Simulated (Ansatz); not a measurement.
Turn this script for Ansatz 0.2.0, Python API into the input file that the command-line program reads.

The script, `lapw_pbs.py`:
```python
"""PbS with all its electrons on LAPW."""

import warnings

import ansatz as az
import numpy as np

warnings.simplefilter("ignore", az.DeckWarning)

lattice = az.Lattice.of(
    (2.079953, -5.991297, 0.0),
    (2.079953, 5.991297, 0.0),
    (0.0, 0.0, 4.279321),
)
sites = [
    ("Pb", (0.869437, 0.130563, 0.75)),
    ("Pb", (0.130563, 0.869437, 0.25)),
    ("S", (0.645203, 0.354797, 0.75)),
    ("S", (0.354797, 0.645203, 0.25)),
]
xtal = az.Crystal(lattice=lattice)
for symbol, position in sites:
    xtal = xtal.atom(symbol, position)

calculation = (
    xtal.calculation()
    .functional("pbesol")
    .kpoints(mesh=(5, 5, 5))
    .occupations("fixed")
    .pseudopotentials("all_electron", lapw=True)
    .stress()
)
history = []
res = calculation.session().plan().execute(on_event=lambda event: history.append(event["data"]["dr2_ev"]) if event["event"] == "scf_iter" else None)
data = res.report
print("density residual by iteration (eV):", " ".join(f"{value:.1e}" for value in history[:40]))

print("%-22s %14.5f eV" % ("F = E - TS", data["free_energy_ev"]))
print("%-22s %14.5f eV" % ("E", data["internal_energy_ev"]))
print("%-22s %14.5f eV" % ("Harris-Foulkes", data["harris_foulkes_ev"]))
print("%-22s %14.5f eV" % ("Fermi level", data["fermi_energy_ev"]))

# pressure is a third of the trace
sigma = data["stress_gpa"]
voigt = [sigma[0][0], sigma[1][1], sigma[2][2], sigma[1][2], sigma[0][2], sigma[0][1]]
print("stress xx yy zz yz xz xy (GPa, compression positive):", " ".join(f"{s:.3f}" for s in voigt))
print("P =", round(10 * float(np.mean(voigt[:3])), 2), "kbar")

errors = data["lapw_basis_errors"]
print(f"estimated basis error {1000 * errors['total_ev_per_atom']:.3f} meV/atom, target {1000 * errors['basis_error_target_ev_per_atom']:.3f}")
for sphere in errors["spheres"]:
    print(f"  {sphere['species']:2s} muffin-tin radius {sphere['muffin_tin_radius_ang']:.3f} A, core shells {sphere['core_shells']}")
```

```console
$ python lapw_pbs.py
density residual by iteration (eV): 2.9e+00 2.3e-01 7.1e-02 1.9e-03 1.8e-04 1.5e-05 3.8e-06 1.5e-07 6.8e-09
F = E - TS             -1157523.36274 eV
E                      -1157523.36274 eV
Harris-Foulkes         -1157523.36274 eV
Fermi level                  10.36421 eV
stress xx yy zz yz xz xy (GPa, compression positive): -1.929 -1.486 -2.111 0.000 0.000 0.000
P = -18.42 kbar
estimated basis error 0.131 meV/atom, target 0.250
  S  muffin-tin radius 1.169 A, core shells 1
  Pb muffin-tin radius 1.518 A, core shells 9
```

`input.yaml`:
```yaml
crystal:
  lattice:
    - [2.079953, -5.991297, 0.0]
    - [2.079953, 5.991297, 0.0]
    - [0.0, 0.0, 4.279321]
  atoms:
    - { symbol: Pb, position: [0.869437, 0.130563, 0.75] }
    - { symbol: Pb, position: [0.130563, 0.869437, 0.25] }
    - { symbol: S, position: [0.645203, 0.354797, 0.75] }
    - { symbol: S, position: [0.354797, 0.645203, 0.25] }
kpoints:
  mp_grid: { grid: [5, 5, 5] }
hamiltonian:
  xc: pbesol
  pseudopotentials: { kind: all_electron, lapw: {} }
scf:
  occupations: { method: fixed }
output:
  stress: true
```

On the command line:
```console
$ ansatz run input.yaml --threads 1 --pin off --max-ram 3072MiB --backend cpu --events-out ev --progress --plain --runs-dir out
LAPW: plane waves up to 8.179 Å⁻¹, error target 2.5e-4 eV per atom; small_component_spin mean_spin; S in spheres of 1.169 Å, 14 of its electrons in bands, Dirac shells []; Pb in spheres of 1.518 Å, 36 of its electrons in bands, Dirac shells [] (how accurate: hamiltonian.pseudopotentials.lapw.basis_error, Limitations)
Engine: ansatz 0.2.0, aarch64-unknown-linux-gnu
Pseudopotentials: kind: all_electron
Pseudopotential: Pb, LAPW, valence charge 36, lapw/all_electron/scalar/gaussian/Pb, Koelling and Harmon's equation, gaussian nucleus
Pseudopotential: S, LAPW, valence charge 14, lapw/all_electron/scalar/gaussian/S, Koelling and Harmon's equation, gaussian nucleus
Functional definition: PBEsol
  exchange = pbesol_x
  correlation = pbesol_c
davidson cushion auto → on  (no smearing: the cushion is to keep the highest requested band from converging to the state above it; pin scf.eigensolver.cushion to override)
Crystal: 4 atoms, lattice volume = 106.655 Å³
Basis set: ecut = 254.8944611053845 eV, 993 PW (Γ), FFT grids on a1+a2, a2, a3, exchange–correlation at level 2
Bands: 60, of which v1, the nominal top of the filled ones, is band 50 counted from 1 (49 counted from 0)
Symmetry: 8 space group operations
Space group: Cmcm (ITA 63), of the structure as read, at distance tolerance 4.7e-5 Å
k-points: 27 of 125
Non-local potential: Pb, projectors of the file, none
Non-local potential: S, projectors of the file, none
Initial density: superposition of atomic densities (chi_scale 0.1, normalization cell, long waves kept (reshape's long-wave potential 0.01 eV rms))
Initial wavefunctions: plane waves of lowest kinetic energy (no species holds an atomic orbital)
Functional: x = pbesol(κ = 0.804, μ = 0.12345679012345678), c = pbesol(β = 0.046)
iter 1 solved again at ethr=2.91e-3 eV; its pass at ethr=1.00e-1 eV (dr2=2.91e0 eV) is discarded
SCF iter   1: F=—  HF=-1157524.293034 eV  |F-HF|=—  |Δ(HF+E_count)|=         —  Δρ=3.36e-2  dr2=2.91e0  ethr=2.91e-3  ⟨swp⟩=2.0  Hψ=10054  notcnv=0
preconditioner: auto → Resta (q_TF=auto, 2.699 Å⁻¹)  ε∞=3.0  [insulator: Δε(μ)=1.612 eV  Ē_g=16.037 eV  n_scr=38 (ndim 8)  ℏωp=22.7 eV  f_vac=0.065  ε∞_Penn≈3.0]
iter 2 solved again at ethr=2.28e-4 eV; its pass at ethr=2.91e-3 eV (dr2=2.28e-1 eV) is discarded
SCF iter   2: F=—  HF=-1157523.400376 eV  |F-HF|=—  |Δ(HF+E_count)|=   8.93e-1  Δρ=1.07e-2  dr2=2.27e-1  ethr=2.28e-4  ⟨swp⟩=2.0  Hψ=8590  notcnv=0
SCF iter   3: F=—  HF=-1157523.367388 eV  |F-HF|=—  |Δ(HF+E_count)|=         —  Δρ=5.95e-3  dr2=7.08e-2  ethr=2.27e-4  ⟨swp⟩=2.0  Hψ=4592  notcnv=0
the basis was enlarged: its passes take 679.8 KiB over the memory plan, 1 of 1 planned eigensolver slots
SCF iter   4: F=—  HF=-1157523.365465 eV  |F-HF|=—  |Δ(HF+E_count)|=   1.92e-3  Δρ=1.14e-3  dr2=1.91e-3  ethr=7.08e-5  ⟨swp⟩=3.0  Hψ=5056  notcnv=0
SCF iter   5: F=—  HF=-1157523.362660 eV  |F-HF|=—  |Δ(HF+E_count)|=   2.80e-3  Δρ=4.21e-4  dr2=1.76e-4  ethr=1.91e-6  ⟨swp⟩=3.0  Hψ=5172  notcnv=0
SCF iter   6: F=—  HF=-1157523.362728 eV  |F-HF|=—  |Δ(HF+E_count)|=   6.81e-5  Δρ=1.18e-4  dr2=1.50e-5  ethr=1.76e-7  ⟨swp⟩=3.0  Hψ=5308  notcnv=0
SCF iter   7: F=—  HF=-1157523.362743 eV  |F-HF|=—  |Δ(HF+E_count)|=   1.47e-5  Δρ=4.45e-5  dr2=3.84e-6  ethr=1.50e-8  ⟨swp⟩=3.0  Hψ=5380  notcnv=0
SCF iter   8: F=—  HF=-1157523.362743 eV  |F-HF|=—  |Δ(HF+E_count)|=   1.46e-7  Δρ=1.11e-5  dr2=1.45e-7  ethr=3.84e-9  ⟨swp⟩=3.0  Hψ=5325  notcnv=0
SCF iter   9: F=-1157523.362743 eV  HF=-1157523.362743 eV  |F-HF|=5.12e-9  |Δ(HF+E_count)|=   1.10e-7  Δρ=2.50e-6  dr2=6.85e-9  ethr=1.45e-10  ⟨swp⟩=3.1  Hψ=5451  notcnv=0
SCF 1 converged in 9 iterations: F = -1157523.362743 eV  dr2 = 6.85e-9
SCF converged after 9 iterations
Free energy (F): -1157523.362743 eV
Harris-Foulkes:  -1157523.362743 eV  (|F-HF|=5.12e-9)
Internal energy: -1157523.362743 eV  (E = F + TS)
E sigma→0 (E₀):  -1157523.362743 eV
Fermi energy:    10.364206 eV
--- Per-component energies (eV) ---
  E_band       = -7102.295140
  E_kinetic    = 1331243.830120
  E_xc         = -22214.546808
  E_electrostatic = -2466552.646055  (all electrons and nuclei)
  E_smearing   = -0.000000  (= −TS)
  E_closure    = 0.000000  (closes the sum)
  E_atoms      = -1157504.684266  (free atoms, spherical and without spin; not in F)
  Σ components = -1157523.362743   (vs F -1157523.362743, Δ=0.00e0)
  Basis errors (estimates in eV, not in F): energy 1.3e-4 per atom: plane waves 1.2e-4 (7.0e-5 summed), levels above the bands 0.0e0, relativity 8.4e-9, radial functions 1.0e-5, core shells 1.2e-7; eigenvalues (radial functions only) 4.7e-7; not estimated: angular momenta, meshes, grids; target (lapw.basis_error) 2.5e-4; muffin-tin radii S 1.169 Å, Pb 1.518 Å
--- Stress (GPa, compression-positive) ---
       -1.929300       0.000000       0.000000
        0.000000      -1.486014       0.000000
        0.000000       0.000000      -2.110999
  P = ⅓ Tr σ = -1.8421 GPa (-18.421 kbar)
```

What to keep in mind:
- These settings explore the input space; cutoff and mesh may be short of convergence.
- The Fermi level of a run with fixed occupations marks the highest occupied state on its mesh, not mid-gap.
- The zero of the levels is a convention of the potentials, so an absolute Fermi energy is no work function.
- Spin-orbit coupling, which matters for elements this heavy, is left out.
- The structure comes from a database of computed cells and needn't be a stable or known phase.
- The whole script took 41 s on 1 thread of Arm Neoverse V1, with other jobs on the host, peak memory 0.57 GiB.

(Lines on the test bed's own set-up are left out of the output.)
